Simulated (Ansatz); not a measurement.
**Property card for Bi$_{2}$Te**

All numbers below come from Ansatz, DFT PBEsol, scalar-relativistic, plane waves, PAW.

Settings: cutoff 420 eV, Γ-centred mesh 8×8×8 on the computed 6-atom cell, Gaussian smearing of 0.10 eV; no spin polarisation.

The structure is relaxed at this level of theory with its symmetry kept. Whether it is the stable form of this composition wasn't checked.

It takes space group I4_1/amd (No. 141, tetragonal). Conventional cell: a = 8.160 Å, b = 8.160 Å, c = 6.163 Å, α = 90.00°, β = 90.00°, γ = 90.00°. Bi (site symmetry 2/m) is surrounded by 2 Te at 3.08 Å and 4 Bi at 3.27 Å. Around Te (site symmetry -4m2) lie 4 Bi at 3.08 Å.

- Volume per atom: 230.8 bohr³
- Formation energy from the elements' standard states (uncorrected): -0.043 eV/atom
- Kohn–Sham band gap: none (metal)
- Density of states at the Fermi level: 1.63 states/eV per cell
- Löwdin character within 0.5 eV of the Fermi level: Bi 6p 68 %, Te 5p 22 %
- Bader charges (e): Bi (4 in the cell) 0.24, Te (2 in the cell) -0.49

Spin-orbit coupling is left out, which matters for the bands of heavy elements.